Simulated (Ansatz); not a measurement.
## Band structure of TiS2

```
CELL_PARAMETERS angstrom
3.41200 0.00000 0.00000
-1.70600 2.95488 0.00000
0.00000 0.00000 5.69500
ATOMIC_POSITIONS crystal
Ti 0.00000 0.00000 0.00000
S 0.33333 0.66667 0.25000
S 0.66667 0.33333 0.75000
```

Atom numbers follow the list: Ti1, S2, S3.

The geometry is COD entry 1537865, unchecked; take it as a test cell. It is an old determination, and later ones may differ.

Theory: DFT, PBEsol, all-electron LAPW, scalar-relativistic in Ansatz 0.2.0.

The runs use a Γ-centred 14×14×7 k mesh, Fermi–Dirac smearing of 0.05 eV, basis error target 1 meV/atom, no spin polarisation.

Points in fractions of the reciprocal vectors of this cell: Γ (0, 0, 0), M (0.5, 0, 0), K (0.333, 0.333, 0), A (0, 0, 0.5), L (0.5, 0, 0.5), H (0.333, 0.333, 0.5). The path joins them by straight lines in the order Γ–M–K–Γ–A–L–H–A–L; legs that retrace an earlier one aren't tabulated. Energies are in eV from the Fermi level.

(1) Metal or insulator at this level of theory?

(2) Tabulate bands 17 to 22, counted from the lowest band of the run, along the path.

## Answers

(1) No gap opens: metallic or semimetallic.

(2) 
```json
{"k (1/Å)": "0.00", "point": "Γ", "band 17": "-2.74", "band 18": "0.01", "band 19": "0.12", "band 20": "0.12", "band 21": "0.50", "band 22": "0.50"}
{"k (1/Å)": "0.15", "point": "", "band 17": "-2.72", "band 18": "-0.46", "band 19": "-0.23", "band 20": "0.02", "band 21": "0.64", "band 22": "0.81"}
{"k (1/Å)": "0.30", "point": "", "band 17": "-2.66", "band 18": "-1.42", "band 19": "-0.68", "band 20": "-0.10", "band 21": "0.60", "band 22": "1.18"}
{"k (1/Å)": "0.46", "point": "", "band 17": "-2.59", "band 18": "-2.43", "band 19": "-1.06", "band 20": "-0.49", "band 21": "0.50", "band 22": "1.40"}
{"k (1/Å)": "0.61", "point": "", "band 17": "-3.26", "band 18": "-2.55", "band 19": "-1.33", "band 20": "-1.07", "band 21": "0.39", "band 22": "1.49"}
{"k (1/Å)": "0.76", "point": "", "band 17": "-3.60", "band 18": "-2.55", "band 19": "-1.70", "band 20": "-1.48", "band 21": "0.30", "band 22": "1.52"}
{"k (1/Å)": "0.91", "point": "", "band 17": "-3.25", "band 18": "-2.58", "band 19": "-2.26", "band 20": "-1.55", "band 21": "0.23", "band 22": "1.53"}
{"k (1/Å)": "1.06", "point": "M", "band 17": "-2.90", "band 18": "-2.64", "band 19": "-2.60", "band 20": "-1.56", "band 21": "0.21", "band 22": "1.54"}
{"k (1/Å)": "1.15", "point": "", "band 17": "-2.89", "band 18": "-2.74", "band 19": "-2.49", "band 20": "-1.71", "band 21": "0.32", "band 22": "1.54"}
{"k (1/Å)": "1.24", "point": "", "band 17": "-2.87", "band 18": "-2.82", "band 19": "-2.37", "band 20": "-2.07", "band 21": "0.56", "band 22": "1.55"}
{"k (1/Å)": "1.33", "point": "", "band 17": "-2.88", "band 18": "-2.85", "band 19": "-2.47", "band 20": "-2.28", "band 21": "0.81", "band 22": "1.58"}
{"k (1/Å)": "1.41", "point": "", "band 17": "-3.14", "band 18": "-2.84", "band 19": "-2.62", "band 20": "-2.24", "band 21": "1.00", "band 22": "1.62"}
{"k (1/Å)": "1.50", "point": "", "band 17": "-3.53", "band 18": "-2.78", "band 19": "-2.61", "band 20": "-2.25", "band 21": "1.11", "band 22": "1.69"}
{"k (1/Å)": "1.59", "point": "", "band 17": "-3.89", "band 18": "-2.70", "band 19": "-2.59", "band 20": "-2.29", "band 21": "1.15", "band 22": "1.75"}
{"k (1/Å)": "1.68", "point": "K", "band 17": "-4.10", "band 18": "-2.62", "band 19": "-2.62", "band 20": "-2.32", "band 21": "1.15", "band 22": "1.80"}
{"k (1/Å)": "1.85", "point": "", "band 17": "-3.63", "band 18": "-2.87", "band 19": "-2.62", "band 20": "-2.11", "band 21": "1.13", "band 22": "1.70"}
{"k (1/Å)": "2.03", "point": "", "band 17": "-3.37", "band 18": "-3.10", "band 19": "-2.56", "band 20": "-1.69", "band 21": "0.96", "band 22": "1.74"}
{"k (1/Å)": "2.20", "point": "", "band 17": "-3.68", "band 18": "-2.72", "band 19": "-2.23", "band 20": "-1.17", "band 21": "0.76", "band 22": "1.63"}
{"k (1/Å)": "2.38", "point": "", "band 17": "-2.88", "band 18": "-2.46", "band 19": "-1.68", "band 20": "-0.61", "band 21": "0.69", "band 22": "1.45"}
{"k (1/Å)": "2.55", "point": "", "band 17": "-2.67", "band 18": "-1.62", "band 19": "-1.01", "band 20": "-0.16", "band 21": "0.70", "band 22": "1.19"}
{"k (1/Å)": "2.73", "point": "", "band 17": "-2.71", "band 18": "-0.57", "band 19": "-0.34", "band 20": "0.01", "band 21": "0.69", "band 22": "0.84"}
{"k (1/Å)": "2.90", "point": "Γ", "band 17": "-2.74", "band 18": "0.01", "band 19": "0.12", "band 20": "0.12", "band 21": "0.50", "band 22": "0.50"}
{"k (1/Å)": "2.98", "point": "", "band 17": "-2.74", "band 18": "-0.14", "band 19": "0.11", "band 20": "0.11", "band 21": "0.50", "band 22": "0.50"}
{"k (1/Å)": "3.06", "point": "", "band 17": "-2.73", "band 18": "-0.49", "band 19": "0.08", "band 20": "0.08", "band 21": "0.49", "band 22": "0.49"}
{"k (1/Å)": "3.14", "point": "", "band 17": "-2.72", "band 18": "-0.93", "band 19": "0.04", "band 20": "0.04", "band 21": "0.49", "band 22": "0.49"}
{"k (1/Å)": "3.22", "point": "", "band 17": "-2.71", "band 18": "-1.41", "band 19": "0.00", "band 20": "0.00", "band 21": "0.49", "band 22": "0.49"}
{"k (1/Å)": "3.30", "point": "", "band 17": "-2.70", "band 18": "-1.88", "band 19": "-0.03", "band 20": "-0.03", "band 21": "0.48", "band 22": "0.48"}
{"k (1/Å)": "3.38", "point": "", "band 17": "-2.70", "band 18": "-2.27", "band 19": "-0.05", "band 20": "-0.05", "band 21": "0.48", "band 22": "0.48"}
{"k (1/Å)": "3.46", "point": "A", "band 17": "-2.70", "band 18": "-2.45", "band 19": "-0.06", "band 20": "-0.06", "band 21": "0.48", "band 22": "0.48"}
{"k (1/Å)": "3.61", "point": "", "band 17": "-2.68", "band 18": "-2.03", "band 19": "-0.60", "band 20": "-0.36", "band 21": "0.63", "band 22": "0.77"}
{"k (1/Å)": "3.76", "point": "", "band 17": "-2.63", "band 18": "-1.61", "band 19": "-1.50", "band 20": "-0.76", "band 21": "0.64", "band 22": "1.17"}
{"k (1/Å)": "3.91", "point": "", "band 17": "-2.59", "band 18": "-2.37", "band 19": "-1.35", "band 20": "-1.08", "band 21": "0.52", "band 22": "1.46"}
{"k (1/Å)": "4.06", "point": "", "band 17": "-2.68", "band 18": "-2.61", "band 19": "-1.35", "band 20": "-1.24", "band 21": "0.33", "band 22": "1.58"}
{"k (1/Å)": "4.22", "point": "", "band 17": "-2.68", "band 18": "-2.63", "band 19": "-1.41", "band 20": "-1.27", "band 21": "0.15", "band 22": "1.59"}
{"k (1/Å)": "4.37", "point": "", "band 17": "-2.75", "band 18": "-2.71", "band 19": "-1.31", "band 20": "-1.24", "band 21": "0.00", "band 22": "1.55"}
{"k (1/Å)": "4.52", "point": "L", "band 17": "-2.78", "band 18": "-2.78", "band 19": "-1.23", "band 20": "-1.22", "band 21": "-0.07", "band 22": "1.53"}
{"k (1/Å)": "4.61", "point": "", "band 17": "-2.80", "band 18": "-2.78", "band 19": "-1.37", "band 20": "-1.26", "band 21": "0.04", "band 22": "1.54"}
{"k (1/Å)": "4.69", "point": "", "band 17": "-2.84", "band 18": "-2.79", "band 19": "-1.69", "band 20": "-1.36", "band 21": "0.25", "band 22": "1.56"}
{"k (1/Å)": "4.78", "point": "", "band 17": "-2.90", "band 18": "-2.85", "band 19": "-2.02", "band 20": "-1.52", "band 21": "0.48", "band 22": "1.59"}
{"k (1/Å)": "4.87", "point": "", "band 17": "-3.04", "band 18": "-2.95", "band 19": "-2.21", "band 20": "-1.72", "band 21": "0.71", "band 22": "1.59"}
{"k (1/Å)": "4.96", "point": "", "band 17": "-3.36", "band 18": "-3.00", "band 19": "-2.24", "band 20": "-1.92", "band 21": "0.92", "band 22": "1.57"}
{"k (1/Å)": "5.05", "point": "", "band 17": "-3.67", "band 18": "-3.02", "band 19": "-2.21", "band 20": "-2.08", "band 21": "1.10", "band 22": "1.48"}
{"k (1/Å)": "5.13", "point": "H", "band 17": "-3.82", "band 18": "-3.03", "band 19": "-2.16", "band 20": "-2.16", "band 21": "1.17", "band 22": "1.47"}
{"k (1/Å)": "5.31", "point": "", "band 17": "-3.42", "band 18": "-2.98", "band 19": "-2.14", "band 20": "-2.07", "band 21": "1.07", "band 22": "1.36"}
{"k (1/Å)": "5.48", "point": "", "band 17": "-2.87", "band 18": "-2.75", "band 19": "-2.29", "band 20": "-1.75", "band 21": "1.01", "band 22": "1.26"}
{"k (1/Å)": "5.66", "point": "", "band 17": "-2.58", "band 18": "-2.46", "band 19": "-2.32", "band 20": "-1.41", "band 21": "0.94", "band 22": "1.21"}
{"k (1/Å)": "5.83", "point": "", "band 17": "-2.77", "band 18": "-2.21", "band 19": "-1.75", "band 20": "-1.27", "band 21": "0.87", "band 22": "1.24"}
{"k (1/Å)": "6.01", "point": "", "band 17": "-2.65", "band 18": "-1.64", "band 19": "-1.48", "band 20": "-1.10", "band 21": "0.81", "band 22": "1.14"}
{"k (1/Å)": "6.19", "point": "", "band 17": "-2.67", "band 18": "-1.95", "band 19": "-0.71", "band 20": "-0.46", "band 21": "0.70", "band 22": "0.79"}
{"k (1/Å)": "6.36", "point": "A", "band 17": "-2.70", "band 18": "-2.45", "band 19": "-0.06", "band 20": "-0.06", "band 21": "0.48", "band 22": "0.48"}
```
